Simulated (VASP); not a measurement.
# V (P6_3/mmc) in VASP: further runs

The runs below take V through relaxation of cell and atoms, with r2SCAN, r2SCAN+D3(BJ).

All numbers are computed with VASP 6.6.1; they aren't measurements. Logs are shortened: lines on timing, memory, paths and dates and some standing lists are left out, and cuts for length are marked.

## 1. Starting point

The structure is hexagonal, space group P6_3/mmc (No. 194). The conventional cell has a = 2.604 Å, b = 2.604 Å, c = 4.723 Å, α = 90.00°, β = 90.00°, γ = 120.00°. V (site symmetry -6m2) is surrounded by 12 V at 2.60 to 2.80 Å.

This isn't the form of V at room conditions, which is bcc.

## 2. Relaxation of cell and atoms, r2SCAN, collinear spin, ferromagnetic start

INCAR reads:

```
ALGO     = Normal         # electronic algorithm
EDIFF    = 1E-6           # SCF threshold, eV
EDIFFG   = -0.005         # ionic threshold
ENCUT    = 600            # plane-wave cutoff, eV
IBRION   = 2              # ionic algorithm
ISIF     = 3              # what is computed and relaxed
ISMEAR   = 1              # smearing method
ISPIN    = 2              # spin polarisation
LASPH    = T              # aspherical terms in the spheres
LCHARG   = F              # write CHGCAR
LMAXMIX  = 4              # l up to which the mixer works
LMIXTAU  = T            
LORBIT   = 11             # projections on sites
LREAL    = F              # projectors in reciprocal space
LWAVE    = F              # write WAVECAR
MAGMOM   = 2 2            # initial moments
METAGGA  = R2SCAN         # meta-GGA
NELM     = 100            # most SCF steps
NSW      = 60             # ionic steps
PREC     = Accurate       # precision mode
SIGMA    = 0.1            # smearing width, eV
```

KPOINTS reads:

```
k-points
0
Gamma
  12 12 6
```

POSCAR reads:

```
V
1.0
    2.6042941027      0.0000000000      0.0000000000
   -1.3021470513      2.2553848518      0.0000000000
    0.0000000000      0.0000000000      4.7233360000
V
2
Direct
    0.3333333333      0.6666666667      0.2500000000
    0.6666666667      0.3333333333      0.7500000000
```

Potentials or basis: VASP PAW PBE potentials, release 64 (V_sv).

Started as:

```bash
> cat potpaw_PBE.64/V_sv/POTCAR > POTCAR
> mpirun -np 1 vasp_std > vasp.out
```

OUTCAR:

```text
EDIFF = 1E-6
   EDIFFG = -0.005
   ENCUT = 600
   IBRION = 2
   ISIF = 3
   ISMEAR = 1
   ISPIN = 2
   LASPH = T
   LORBIT = 11
   LREAL = F
   METAGGA = R2SCAN
   NELM = 100
   NSW = 60
   PREC = Accurate

 ion  position               nearest neighbor table
   1  0.333  0.667  0.250-   2 2.80   2 2.80   2 2.80   2 2.80   2 2.80   2 2.80
   2  0.667  0.333  0.750-   1 2.80   1 2.80   1 2.80   1 2.80   1 2.80   1 2.80

  LATTYP: Found a hexagonal cell.
 ALAT       =     2.6042941027
 C/A-ratio  =     1.8136722712

  Lattice vectors:

 A1 = (   2.6042941027,   0.0000000000,   0.0000000000)
 A2 = (  -1.3021470513,   2.2553848518,   0.0000000000)
 A3 = (   0.0000000000,   0.0000000000,   4.7233360000)

Analysis of symmetry for initial positions (statically):
=====================================================================
 Subroutine PRICEL returns:
 Original cell was already a primitive cell.

 Routine SETGRP: Setting up the symmetry group for a
 hexagonal supercell.

 Subroutine GETGRP returns: Found 24 space group operations
 (whereof 12 operations were pure point group operations)
 out of a pool of 24 trial point group operations.

The static configuration has the point symmetry D_3d.
 The point group associated with its full space group is D_6h.

Analysis of symmetry for dynamics (positions and initial velocities):
=====================================================================
 Subroutine PRICEL returns:
 Original cell was already a primitive cell.

 Routine SETGRP: Setting up the symmetry group for a
 hexagonal supercell.

 Subroutine GETGRP returns: Found 24 space group operations
 (whereof 12 operations were pure point group operations)
 out of a pool of 24 trial point group operations.

The dynamic configuration has the point symmetry D_3d.
 The point group associated with its full space group is D_6h.

Analysis of structural, dynamic, and magnetic symmetry:
=====================================================================
 Subroutine PRICEL returns:
 Original cell was already a primitive cell.

 Routine SETGRP: Setting up the symmetry group for a
 hexagonal supercell.

 Subroutine GETGRP returns: Found 24 space group operations
 (whereof 12 operations were pure point group operations)
 out of a pool of 24 trial point group operations.

The overall configuration has the point symmetry D_3d.
 The point group associated with its full space group is D_6h.

 Subroutine INISYM returns: Found 24 space group operations
 (whereof 12 operations are pure point group operations),
 and found     1 'primitive' translations

----------------------------------------------------------------------------------------

                                     Primitive cell

  volume of cell :      27.7434

  direct lattice vectors                    reciprocal lattice vectors
     2.604294103  0.000000000  0.000000000     0.383981210  0.221691655  0.000000000
    -1.302147051  2.255384852  0.000000000     0.000000000  0.443383310  0.000000000
     0.000000000  0.000000000  4.723336000     0.000000000  0.000000000  0.211714771

  length of vectors
     2.604294103  2.604294103  4.723336000     0.443383310  0.443383310  0.211714771

  position of ions in fractional coordinates (direct lattice)
     0.333333333  0.666666667  0.250000000
     0.666666667  0.333333333  0.750000000

  ion indices of the primitive-cell ions
   primitive index   ion index
                 1           1
                 2           2

----------------------------------------------------------------------------------------

 KPOINTS: k-points

Automatic generation of k-mesh.
 Grid dimensions read from file:
 generate k-points for:   12   12    6

 Generating k-lattice:

  Cartesian coordinates                     Fractional coordinates (reciprocal lattice)
     0.031998434  0.018474305  0.000000000     0.083333333 -0.000000000  0.000000000
     0.000000000  0.036948609  0.000000000     0.000000000  0.083333333  0.000000000
     0.000000000  0.000000000  0.035285795     0.000000000  0.000000000  0.166666667

  Length of vectors
     0.036948609  0.036948609  0.035285795

  Shift w.r.t. Gamma in fractional coordinates (k-lattice)
     0.000000000  0.000000000  0.000000000

 Subroutine IBZKPT returns following result:
 ===========================================

 Found     76 irreducible k-points:

 Following reciprocal coordinates:
            Coordinates               Weight
  0.000000  0.000000  0.000000      1.000000
  0.083333 -0.000000  0.000000      6.000000
  0.166667 -0.000000  0.000000      6.000000
  0.250000 -0.000000  0.000000      6.000000
  0.333333 -0.000000  0.000000      6.000000
  0.416667 -0.000000  0.000000      6.000000
[... 16 lines left out ...]
  0.250000 -0.000000  0.166667     12.000000
  0.333333 -0.000000  0.166667     12.000000
 [... further k-points ...]
   k-points           NKPTS =     76   k-points in BZ     NKDIM =     76   number of bands    NBANDS=     19
   number of dos      NEDOS =    301   number of ions     NIONS =      2
   total plane-waves  NPLWV =  23040
   dimension x,y,z NGX =    24 NGY =   24 NGZ =   40
   dimension x,y,z NGXF=    48 NGYF=   48 NGZF=   80
   ions per type =               2
   NGX,Y,Z   is equivalent  to a cutoff of  15.32, 15.32, 14.08 a.u.
   NGXF,Y,Z  is equivalent  to a cutoff of  30.64, 30.64, 28.16 a.u.
 SYSTEM =  unknown system
   PREC   = accura    normal or accurate (medium, high low for compatibility)
   ISTART =      0    job   : 0-new  1-cont  2-samecut
   ICHARG =      2    charge: 1-file 2-atom 10-const
   ISPIN  =      2    spin polarized calculation?
   LNONCOLLINEAR =      F non collinear calculations
   LSORBIT =      F    spin-orbit coupling
   LASPH  =      T    aspherical Exc in radial PAW
   ENCUT  =  600.0 eV  44.10 Ry    6.64 a.u.   5.20  5.20  9.43*2*pi/ulx,y,z
   NELM   =    100;   NELMIN=  2; NELMDL= -5     # of ELM steps
   EDIFF  = 0.1E-05   stopping-criterion for ELM
   LREAL  =      F    real-space projection
   EDIFFG = -.5E-02   stopping-criterion for IOM
   NSW    =     60    number of steps for IOM
   IBRION =      2    ionic relax: 0-MD 1-quasi-New 2-CG
   NFREE  =      1    steps in history (QN), initial steepest desc. (CG)
   ISIF   =      3    stress and relaxation
   ISYM   =      2    0-nonsym 1-usesym 2-fastsym
   POTIM  = 0.5000    time-step for ionic-motion
   TEBEG  =    0.0;   TEEND  =   0.0 temperature during run
   PSTRESS=    0.0 pullay stress
   NELECT =      26.0000    total number of electrons
   NUPDOWN=      -1.0000    fix difference up-down
   EMIN   =  10.00;   EMAX   =-10.00  energy-range for DOS
   EFERMI =   0.00;   METHOD = LEGACY
   ISMEAR =     1;   SIGMA  =   0.10  broadening in eV -4-tet -1-fermi 0-gaus
   EFERMI_NEDOS =   21; number of points for ismear=-14 and -15
   IALGO  =     38    algorithm
   IMIX   =      4    mixing-type and parameters
     AMIX     =   0.40;   BMIX     =  1.00
     AMIX_MAG =   1.60;   BMIX_MAG =  1.00
  volume/ion in A,a.u.               =      13.87        93.61
  Fermi-wavevector in a.u.,A,eV,Ry     =   1.602062  3.027459 34.920768  2.566604
  Thomas-Fermi vector in A             =   2.698942
   LORBIT       =     11    0 simple, 1 ext, 2 COOP (PROOUT), +10 PAW based schemes
   METAGGA = R2SCAN    functional components
   LHFCALC =     F    Hartree Fock is set to
   AEXX    =    0.0000 exact exchange contribution
   IVDW    =     0    specifies the selected vdW correction
   LEPSILON=     F    determine dielectric tensor
   LRPA    =     F    only Hartree local field effects (RPA)
 conjugate gradient relaxation of ions
 spin polarized calculation
 Methfessel and Paxton  Order N= 1 SIGMA  =   0.10
  energy-cutoff  :      600.00
  volume of cell :       27.74
 maximum number of plane-waves:       937
 NGX is ok and might be reduce to    24
   NGX = 11   NGY = 11   NGZ = 19

--------------------------------------- Ionic step        1  -------------------------------------------

 number of electron      26.0000001 magnetization      -0.0222548

 number of electron      26.0000001 magnetization       0.0073274

 Free energy of the ion-electron system (eV)
  ---------------------------------------------------
  ext. energy  EPLUGINS =         0.00000000
  ---------------------------------------------------
  free energy    TOTEN  =       -27.72154341 eV

  energy without entropy =      -27.72165558  energy(sigma->0) =      -27.72158080

------------------------ aborting loop because EDIFF is reached ----------------------------------------

  FORCE on cell =-STRESS in cart. coord.  units (eV):
  Direction    XX          YY          ZZ          XY          YZ          ZX
  --------------------------------------------------------------------------------------
  -------------------------------------------------------------------------------------
  Total       -0.4409220     -0.4409220     -0.6244994     -0.0000000     -0.0000000      0.0000000
  in kB      -25.4631927    -25.4631927    -36.0647636     -0.0000000     -0.0000000      0.0000000
  external PRESSURE =     -28.9970497 kB  Pullay stress =       0.0000000 kB
[... 21 lines left out ...]
  energy  without entropy=      -27.7216555820  energy(sigma->0) =      -27.72158080

--------------------------------------- Ionic step        2  -------------------------------------------

 number of electron      26.0000009 magnetization       0.0000277

 E-fermi :  10.1567     XC(G=0): -14.0840

 val. band max:       10.1531413027   @ k =   0.1667  -0.0000   0.0000
 cond. band min:      10.2062028011   @ k =   0.4167   0.1667   0.5000
 fundamental gap:      0.0530614984
 Fermi energy:        10.1566694811

 spin component 1

 k-point     1 :       0.0000    0.0000    0.0000
  band No.  band energies     occupation
      1     -56.4491      1.00000
      2     -56.3157      1.00000
      3     -29.4618      1.00000
      4     -28.7036      1.00000
      5     -28.5868      1.00000
      6     -28.5868      1.00000
[... 1266 lines left out ...]
  energy  without entropy=      -27.7261889120  energy(sigma->0) =      -27.72606825

--------------------------------------- Ionic step        8  -------------------------------------------

 number of electron      26.0000010 magnetization      -0.0000000

 Free energy of the ion-electron system (eV)
  ---------------------------------------------------
  ext. energy  EPLUGINS =         0.00000000
  ---------------------------------------------------
  free energy    TOTEN  =       -27.72600759 eV

  energy without entropy =      -27.72617730  energy(sigma->0) =      -27.72606416

 E-fermi :   9.9027     XC(G=0): -13.9638

 val. band max:        9.8932488848   @ k =   0.0833   0.0833   0.5000
 cond. band min:       9.9090764145   @ k =   0.1667  -0.0000   0.0000
 fundamental gap:      0.0158275297
 Fermi energy:         9.9026521922

 spin component 1

 k-point     1 :       0.0000    0.0000    0.0000
  band No.  band energies     occupation
      1     -56.7237      1.00000
      2     -56.6003      1.00000
      3     -29.7163      1.00000
      4     -29.0044      1.00000
      5     -28.8956      1.00000
      6     -28.8956      1.00000
[... 1080 lines left out ...]
  FREE ENERGIE OF THE ION-ELECTRON SYSTEM (eV)
  ---------------------------------------------------
  free  energy   TOTEN  =       -27.7260075912 eV

  energy  without entropy=      -27.7261773032  energy(sigma->0) =      -27.72606416

 reached required accuracy - stopping structural energy minimisation

 total charge

# of ion       s       p       d       tot
------------------------------------------
    1        2.344   6.226   3.058  11.628
    2        2.344   6.226   3.058  11.628
--------------------------------------------------
tot          4.689  12.451   6.116  23.256

 magnetization (x)

# of ion       s       p       d       tot
------------------------------------------
    1       -0.000   0.000  -0.000  -0.000
    2       -0.000   0.000  -0.000  -0.000
--------------------------------------------------
tot         -0.000   0.000  -0.000  -0.000
```

It took 20 min on 1 thread of Intel Xeon Platinum 8488C (Sapphire Rapids), shared host; peak memory 0.24 GiB.

What came out:

```
Free energy                                           : -27.7260 eV
Relaxed volume                                        : 13.64 Å³/atom
Relaxed cell                                          : a = 2.595 Å, b = 2.595 Å, c = 4.679 Å, α = 90.00°, β = 90.00°, γ = 120.00°
Space group after relaxing (to 0.05 Å)                : P6_3/mmc (No. 194)
Energy gained by relaxing                             : 2.2 meV/atom
Ionic steps                                           : 8
Pressure after relaxing                               : 0.1 GPa
Band gap on the k mesh                                : none (metal or under the smearing width)
Net moment                                            : 0.00 μB per cell
Valence electrons inside the program's atomic spheres : V 11.63
```

Step by step:
```tsv
step	energy change (eV)	largest force (eV/Å)	pressure (GPa)	volume (Å³)
1	0.0000	0.0000	-2.90	27.74
2	0.0020	0.0000	3.84	26.75
3	-0.0043	0.0000	0.03	27.29
4	-0.0043	0.0000	0.12	27.28
5	-0.0045	0.0000	0.05	27.28
6	-0.0045	0.0000	0.05	27.28
7	-0.0045	0.0000	0.05	27.29
8	-0.0045	0.0000	0.05	27.29
```

Final structure:
```
V
1.0
     2.59483    0.00000    0.00000
    -1.29742    2.24719    0.00000
     0.00000    0.00000    4.67939
V
2
Direct
  0.33333 0.66667 0.25000
  0.66667 0.33333 0.75000
```

Caveat: the PAW data sets were made with another functional, which shifts forces and pressure a little.

## 3. Relaxation of cell and atoms, r2SCAN+D3(BJ), collinear spin, ferromagnetic start

INCAR reads:

```
SYSTEM = V
ALGO = Normal
EDIFF = 1E-6
EDIFFG = -0.02
ENCUT = 600
IBRION = 2
ISIF = 3
ISMEAR = 1
ISPIN = 2
IVDW = 12
LASPH = .True.
LCHARG = .False.
LMAXMIX = 4
LMIXTAU = .True.
LORBIT = 11
LREAL = .False.
LWAVE = .False.
MAGMOM = 2 2
METAGGA = R2SCAN
NELM = 120
NSW = 60
PREC = Accurate
SIGMA = 0.1
VDW_A1 = 0.49484001
VDW_A2 = 5.73083694
VDW_S6 = 1.0
VDW_S8 = 0.78981345
```

KPOINTS reads:

```
k-points
0
Gamma
  12 12 6
  0 0 0
```

POSCAR is that of step 2.

Potentials or basis: VASP PAW PBE potentials, release 64 (V_sv).

Started as:

```bash
> cat potpaw_PBE.64/V_sv/POTCAR > POTCAR
> mpirun -np 1 vasp_std > vasp.out
```

OUTCAR:

```text
SYSTEM = V
   EDIFF = 1E-6
   EDIFFG = -0.02
   ENCUT = 600
   IBRION = 2
   ISIF = 3
   ISMEAR = 1
   ISPIN = 2
   IVDW = 12
   LASPH = .True.
   LORBIT = 11
   LREAL = .False.
   METAGGA = R2SCAN
   NELM = 120
   NSW = 60
   PREC = Accurate
 IVDW          = 12

 ion  position               nearest neighbor table
   1  0.333  0.667  0.250-   2 2.80   2 2.80   2 2.80   2 2.80   2 2.80   2 2.80
   2  0.667  0.333  0.750-   1 2.80   1 2.80   1 2.80   1 2.80   1 2.80   1 2.80

  LATTYP: Found a hexagonal cell.
 ALAT       =     2.6042941027
 C/A-ratio  =     1.8136722712

  Lattice vectors:

 A1 = (   2.6042941027,   0.0000000000,   0.0000000000)
 A2 = (  -1.3021470513,   2.2553848518,   0.0000000000)
 A3 = (   0.0000000000,   0.0000000000,   4.7233360000)

Analysis of symmetry for initial positions (statically):
=====================================================================
[... 1436 lines left out ...]
  ext. energy  EPLUGINS =         0.00000000
  ---------------------------------------------------
  free energy    TOTEN  =       -27.71912799 eV

  energy without entropy =      -27.71972633  energy(sigma->0) =      -27.71932744

 E-fermi :  10.1648     XC(G=0): -14.0878

 val. band max:       10.1606774910   @ k =   0.1667  -0.0000   0.0000
 cond. band min:      10.2149386245   @ k =   0.4167   0.1667   0.5000
 fundamental gap:      0.0542611335
 Fermi energy:        10.1647593616

 spin component 1

 k-point     1 :       0.0000    0.0000    0.0000
  band No.  band energies     occupation
      1     -56.4403      1.00000
      2     -56.3066      1.00000
      3     -29.4537      1.00000
      4     -28.6940      1.00000
      5     -28.5768      1.00000
      6     -28.5768      1.00000
[... 1084 lines left out ...]
  FREE ENERGIE OF THE ION-ELECTRON SYSTEM (eV)
  ---------------------------------------------------
  free  energy   TOTEN  =       -28.3623822072 eV

  energy  without entropy=      -28.3629805437  energy(sigma->0) =      -28.36258165

 reached required accuracy - stopping structural energy minimisation

 total charge

# of ion       s       p       d       tot
------------------------------------------
    1        2.351   6.232   3.082  11.665
    2        2.351   6.232   3.082  11.665
--------------------------------------------------
tot          4.702  12.464   6.164  23.330

 magnetization (x)

# of ion       s       p       d       tot
------------------------------------------
    1       -0.000   0.000   0.000   0.000
    2       -0.000   0.000   0.000   0.000
--------------------------------------------------
tot         -0.000   0.000   0.000   0.000
```

CONTCAR:

```text
V
   1.00000000000000
     2.5759572440093081   -0.0000000000006305   -0.0000000000000000
    -1.2879786219557443    2.2308444123128277    0.0000000000000000
     0.0000000000000000   -0.0000000000000000    4.6515531548970834
  V
     2
Direct
     0.3333333332999970    0.6666666667000030    0.2500000000000000
     0.6666666667000030    0.3333333332999970    0.7500000000000000

  0.00000000E+00  0.00000000E+00  0.00000000E+00
  0.00000000E+00  0.00000000E+00  0.00000000E+00
```

Wall time 15 min (1 thread of Intel Xeon Platinum 8488C (Sapphire Rapids), shared host); peak memory 0.25 GiB.

Results:

- Free energy: -28.3624 eV
- Relaxed volume: 13.37 Å³/atom
- Relaxed cell: a = 2.576 Å, b = 2.576 Å, c = 4.652 Å, α = 90.00°, β = 90.00°, γ = 120.00°
- Space group after relaxing (to 0.05 Å): P6_3/mmc (No. 194)
- Energy gained by relaxing: 10.6 meV/atom
- Ionic steps: 5
- Pressure after relaxing: 0.1 GPa
- Band gap on the k mesh: none (metal or under the smearing width)
- Net moment: 0.00 μB per cell
- Valence electrons inside the program's atomic spheres: V 11.66
- Dispersion energy per atom: -0.322 eV

Stress tensor (GPa, compression positive):
```
0.11 0.00 0.00
0.00 0.11 0.00
0.00 0.00 0.01
```

The path:
```
step  energy change (eV)  largest force (eV/Å)  pressure (GPa)  volume (Å³)
   1              0.0000                0.0000           -6.51        27.74
   2              0.0132                0.0000            9.57        25.54
   3             -0.0212                0.0000           -0.07        26.75
   4             -0.0212                0.0000            0.15        26.73
   5             -0.0213                0.0000            0.08        26.73
```

Final structure:
```
V
1.0
     2.57596    0.00000    0.00000
    -1.28798    2.23084    0.00000
     0.00000    0.00000    4.65155
V
2
Direct
  0.33333 0.66667 0.25000
  0.66667 0.33333 0.75000
```

Caveat: the PAW data sets were made with another functional, which shifts forces and pressure a little; pairwise dispersion overbinds metals, which lowers pressure and volume.
